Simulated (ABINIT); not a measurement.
C:

```
C
1.0
     0.00000    1.78337    1.78337
     1.78337    0.00000    1.78337
     1.78337    1.78337    0.00000
C
2
Direct
  0.75000 0.75000 0.75000
  0.50000 0.50000 0.50000
```

This isn't the form of C at room conditions, which is graphite.

Base run:

| Item | Value |
| --- | --- |
| Program | ABINIT 10.8.3 (patched build) |
| Functional | OLYP |
| Potentials or basis | PseudoDojo NC SR PBE v0.4.1 standard |
| Cutoff | 1116 eV |
| k mesh | 13 × 13 × 13 |
| Occupations | fermi-dirac, width 0.05 eV |
| Spin | no spin polarisation |

Its results: band gap on the k mesh 4.34 eV, indirect (least direct gap 5.64 eV); pressure -10.3 GPa.

**Question.** After a change of settings the same cell gave: band gap on the k mesh 4.25 eV, indirect (least direct gap 5.63 eV); pressure 3.4 GPa. Which change was it?
A. functional from OLYP to SCAN; potentials or basis from PseudoDojo NC SR PBE v0.4.1 standard to JTH PAW PBE v2.0; cutoff from 1116 eV to 653 eV
B. functional from OLYP to LDA-PZ; potentials or basis from PseudoDojo NC SR PBE v0.4.1 standard to JTH PAW LDA v2.0; cutoff from 1116 eV to 544 eV
C. functional from OLYP to revPBE
D. functional from OLYP to BP86

**Answer.** C.

Caveats: the potentials were made for another functional, which shifts forces and pressure.

Runs at the PBE level aren't shown here.
